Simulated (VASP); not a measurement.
# Mo (P6_3/mmc) in VASP: notebook, part 2 of 2

VASP 6.6.1. The steps go on from the part before.

**3. Relaxation of cell and atoms, PBE**

This run uses another cell than the first one, of 15.63 Å³/atom, 0.970 times its volume.

Input file INCAR:

```
SYSTEM = Mo
  PREC = Accurate
  ENCUT = 600
  EDIFF = 1E-6
  ISMEAR = 0
  SIGMA = 0.05
  LREAL = .FALSE.
  LASPH = .TRUE.
  NELM = 100
  ALGO = Fast
  ISIF = 3
  LWAVE = .FALSE.
  LCHARG = .FALSE.
  GGA = PE
  IBRION = 2
  NSW = 80
  EDIFFG = -0.03
```

Input file KPOINTS:

```
regular mesh
0
G
  8 8 4
  0 0 0
```

Input file POSCAR:

```
Mo
1.0
    2.8061338809      0.0000000000      0.0000000000
   -1.4030669405      2.4301832273      0.0000000000
    0.0000000000      0.0000000000      4.5833520055
Mo
2
Direct
    0.3333333333      0.6666666667      0.7500000000
    0.6666666667      0.3333333333      0.2500000000
```

Potentials or basis: VASP PAW PBE potentials, release 64 (Mo_sv).

Command:

```bash
$ cat potpaw_PBE.64/Mo_sv/POTCAR > POTCAR
$ mpirun -np 1 vasp_std > vasp.out
```

OUTCAR:

```text
SYSTEM = Mo
   PREC = Accurate
   ENCUT = 600
   EDIFF = 1E-6
   ISMEAR = 0
   LREAL = .FALSE.
   LASPH = .TRUE.
   NELM = 100
   ISIF = 3
   GGA = PE
   IBRION = 2
   NSW = 80
   EDIFFG = -0.03

 ion  position               nearest neighbor table
   1  0.333  0.667  0.750-   2 2.81   2 2.81   2 2.81   2 2.81   2 2.81   2 2.81
   2  0.667  0.333  0.250-   1 2.81   1 2.81   1 2.81   1 2.81   1 2.81   1 2.81

  LATTYP: Found a hexagonal cell.
 ALAT       =     2.8061338809
 C/A-ratio  =     1.6333333333

  Lattice vectors:

 A1 = (   2.8061338809,   0.0000000000,   0.0000000000)
 A2 = (  -1.4030669405,   2.4301832273,   0.0000000000)
 A3 = (   0.0000000000,   0.0000000000,   4.5833520055)

Analysis of symmetry for initial positions (statically):
=====================================================================
 Subroutine PRICEL returns:
 Original cell was already a primitive cell.

 Routine SETGRP: Setting up the symmetry group for a
 hexagonal supercell.

 Subroutine GETGRP returns: Found 24 space group operations
 (whereof 12 operations were pure point group operations)
 out of a pool of 24 trial point group operations.

The static configuration has the point symmetry D_3d.
 The point group associated with its full space group is D_6h.

Analysis of symmetry for dynamics (positions and initial velocities):
=====================================================================
 Subroutine PRICEL returns:
 Original cell was already a primitive cell.

 Routine SETGRP: Setting up the symmetry group for a
 hexagonal supercell.

 Subroutine GETGRP returns: Found 24 space group operations
 (whereof 12 operations were pure point group operations)
 out of a pool of 24 trial point group operations.

The dynamic configuration has the point symmetry D_3d.
 The point group associated with its full space group is D_6h.

 Subroutine INISYM returns: Found 24 space group operations
 (whereof 12 operations are pure point group operations),
 and found     1 'primitive' translations

----------------------------------------------------------------------------------------

                                     Primitive cell

  volume of cell :      31.2558

  direct lattice vectors                    reciprocal lattice vectors
     2.806133881  0.000000000  0.000000000     0.356362185  0.205745803  0.000000000
    -1.403066941  2.430183227  0.000000000     0.000000000  0.411491606  0.000000000
     0.000000000  0.000000000  4.583352006     0.000000000  0.000000000  0.218180929

  length of vectors
     2.806133881  2.806133881  4.583352006     0.411491606  0.411491606  0.218180929

  position of ions in fractional coordinates (direct lattice)
     0.333333333  0.666666667  0.750000000
     0.666666667  0.333333333  0.250000000

  ion indices of the primitive-cell ions
   primitive index   ion index
                 1           1
                 2           2

----------------------------------------------------------------------------------------

 KPOINTS: regular mesh
[... 57 lines left out ...]
   NGXF,Y,Z  is equivalent  to a cutoff of  28.44, 28.44, 29.02 a.u.
 SYSTEM =  Mo
   PREC   = accura    normal or accurate (medium, high low for compatibility)
   ISTART =      0    job   : 0-new  1-cont  2-samecut
   ICHARG =      2    charge: 1-file 2-atom 10-const
   ISPIN  =      1    spin polarized calculation?
   LNONCOLLINEAR =      F non collinear calculations
   LSORBIT =      F    spin-orbit coupling
   LASPH  =      T    aspherical Exc in radial PAW
   ENCUT  =  600.0 eV  44.10 Ry    6.64 a.u.   5.60  5.60  9.15*2*pi/ulx,y,z
   NELM   =    100;   NELMIN=  2; NELMDL= -5     # of ELM steps
   EDIFF  = 0.1E-05   stopping-criterion for ELM
   LREAL  =      F    real-space projection
   EDIFFG = -.3E-01   stopping-criterion for IOM
   NSW    =     80    number of steps for IOM
   IBRION =      2    ionic relax: 0-MD 1-quasi-New 2-CG
   NFREE  =      1    steps in history (QN), initial steepest desc. (CG)
   ISIF   =      3    stress and relaxation
   ISYM   =      2    0-nonsym 1-usesym 2-fastsym
   POTIM  = 0.5000    time-step for ionic-motion
   TEBEG  =    0.0;   TEEND  =   0.0 temperature during run
   PSTRESS=    0.0 pullay stress
   NELECT =      28.0000    total number of electrons
   NUPDOWN=      -1.0000    fix difference up-down
   EMIN   =  10.00;   EMAX   =-10.00  energy-range for DOS
   EFERMI =   0.00;   METHOD = LEGACY
   ISMEAR =     0;   SIGMA  =   0.05  broadening in eV -4-tet -1-fermi 0-gaus
   EFERMI_NEDOS =   21; number of points for ismear=-14 and -15
   IALGO  =     68    algorithm
   IMIX   =      4    mixing-type and parameters
     AMIX     =   0.40;   BMIX     =  1.00
     AMIX_MAG =   1.60;   BMIX_MAG =  1.00
  volume/ion in A,a.u.               =      15.63       105.46
  Fermi-wavevector in a.u.,A,eV,Ry     =   1.578159  2.982287 33.886458  2.490584
  Thomas-Fermi vector in A             =   2.678732
   LORBIT       =      0    0 simple, 1 ext, 2 COOP (PROOUT), +10 PAW based schemes
   GGA     = PE    functional components
   LHFCALC =     F    Hartree Fock is set to
   AEXX    =    0.0000 exact exchange contribution
   IVDW    =     0    specifies the selected vdW correction
   LEPSILON=     F    determine dielectric tensor
   LRPA    =     F    only Hartree local field effects (RPA)
 conjugate gradient relaxation of ions
 non-spin polarized calculation
 RMM-DIIS sequential band-by-band and
 Gauss-broadening in eV      SIGMA  =   0.05
  energy-cutoff  :      600.00
  volume of cell :       31.26
 maximum number of plane-waves:      1087
 NGX is ok and might be reduce to    24
   NGX = 11   NGY = 11   NGZ = 19

--------------------------------------- Ionic step        1  -------------------------------------------

 number of electron      28.0000001 magnetization

 Free energy of the ion-electron system (eV)
  ---------------------------------------------------
  ext. energy  EPLUGINS =         0.00000000
  ---------------------------------------------------
  free energy    TOTEN  =       -20.91787741 eV

  energy without entropy =      -20.91304010  energy(sigma->0) =      -20.91545875

------------------------ aborting loop because EDIFF is reached ----------------------------------------

  FORCE on cell =-STRESS in cart. coord.  units (eV):
  Direction    XX          YY          ZZ          XY          YZ          ZX
  --------------------------------------------------------------------------------------
  -------------------------------------------------------------------------------------
  Total        1.0861401      1.0861401      1.6175620     -0.0000000     -0.0000000     -0.0000000
  in kB       55.6757141     55.6757141     82.9164873     -0.0000000     -0.0000000     -0.0000000
  external PRESSURE =      64.7559718 kB  Pullay stress =       0.0000000 kB
[... 89 lines left out ...]
  FREE ENERGIE OF THE ION-ELECTRON SYSTEM (eV)
  ---------------------------------------------------
  free  energy   TOTEN  =       -20.9355792073 eV

  energy  without entropy=      -20.9305284098  energy(sigma->0) =      -20.93305381

[... ionic steps 4 to 8 ...]

--------------------------------------- Ionic step        9  -------------------------------------------

 number of electron      27.9999996 magnetization

------------------------ aborting loop because EDIFF is reached ----------------------------------------
[... 67 lines left out ...]
--------------------------------------- Ionic step       11  -------------------------------------------

 number of electron      27.9999996 magnetization

 Free energy of the ion-electron system (eV)
  ---------------------------------------------------
  ext. energy  EPLUGINS =         0.00000000
  ---------------------------------------------------
  free energy    TOTEN  =       -21.02655557 eV

  energy without entropy =      -21.02256468  energy(sigma->0) =      -21.02456013

 E-fermi :  11.7559     XC(G=0): -13.1866

 val. band max:       11.7298953090   @ k =   0.1250   0.0000   0.0000
 cond. band min:      11.7633105421   @ k =   0.3750   0.1250   0.5000
 fundamental gap:      0.0334152331
 Fermi energy:        11.7559413530

 k-point     1 :       0.0000    0.0000    0.0000
  band No.  band energies     occupation
      1     -49.0538      2.00000
      2     -48.9043      2.00000
      3     -23.6258      2.00000
      4     -22.6088      2.00000
      5     -22.3810      2.00000
      6     -22.3810      2.00000
[... 481 lines left out ...]
      5     -22.8575      2.00000
      6     -22.8575      2.00000
[... 10 lines left out ...]
     17      15.5167      0.00000
     18      15.5167      0.00000

 [... further k-points ...]
[... 5 lines left out ...]
  --------------------------------------------------------------------------------------
  -------------------------------------------------------------------------------------
  Total       -0.0098554     -0.0098554      0.0355820      0.0000000      0.0000000     -0.0000000
  in kB       -0.4893132     -0.4893132      1.7666218      0.0000000      0.0000000     -0.0000000
  external PRESSURE =       0.2626651 kB  Pullay stress =       0.0000000 kB
[... 17 lines left out ...]
  FREE ENERGIE OF THE ION-ELECTRON SYSTEM (eV)
  ---------------------------------------------------
  free  energy   TOTEN  =       -21.0265555742 eV

  energy  without entropy=      -21.0225646814  energy(sigma->0) =      -21.02456013

 reached required accuracy - stopping structural energy minimisation
```

Wall time 1.9 min (1 thread of Intel Xeon Platinum 8488C (Sapphire Rapids), shared host); peak memory 0.17 GiB.

Results:

```yaml
Free_energy: -21.0266 eV
Relaxed_volume: 16.13 Å³/atom
Relaxed_cell: a = 2.751 Å, b = 2.751 Å, c = 4.923 Å, α = 90.00°, β = 90.00°, γ = 120.00°
Space_group_after_relaxing_to_0.05_Å: P6_3/mmc (No. 194)
Energy_gained_by_relaxing: 54.3 meV/atom
Ionic_steps: 11
Pressure_after_relaxing: 0.0 GPa
Band_gap_on_the_k_mesh: none (metal or under the smearing width)
```

The path:
```csv
step,energy change (eV),largest force (eV/Å),pressure (GPa),volume (Å³)
1,0.0000,0.0000,6.48,31.26
2,0.0706,0.0000,-13.40,34.20
3,-0.0177,0.0000,-0.51,32.14
4,-0.0177,0.0000,-0.29,32.11
5,-0.0269,0.0000,-0.33,32.17
6,-0.0939,0.0000,-0.47,32.29
7,-0.0039,0.0000,2.38,32.39
8,-0.1086,0.0000,-0.39,32.33
9,-0.1086,0.0000,-0.42,32.33
10,-0.1069,0.0000,2.25,32.00
11,-0.1087,0.0000,0.03,32.27
```

Final structure:
```yaml
crystal:
  lattice:
    - [2.75124, 0.00000, 0.00000]
    - [-1.37562, 2.38264, 0.00000]
    - [0.00000, 0.00000, 4.92278]
  atoms:
    - { symbol: Mo, position: [0.33333, 0.66667, 0.75000] }
    - { symbol: Mo, position: [0.66667, 0.33333, 0.25000] }
```

Levels at points of the mesh, in eV from the Fermi level:
```csv
k point,band 12,band 13,band 14,band 15,band 16,band 17
"(0.00, 0.00, 0.00)",-0.57,-0.57,-0.09,-0.09,0.56,1.53
"(0.50, 0.00, 0.00)",-1.18,-0.31,-0.30,-0.15,3.65,4.54
"(0.00, 0.00, 0.50)",-1.90,-0.53,-0.53,-0.53,-0.53,2.75
"(0.50, 0.00, 0.50)",-3.25,1.29,1.29,1.81,1.81,4.67
```
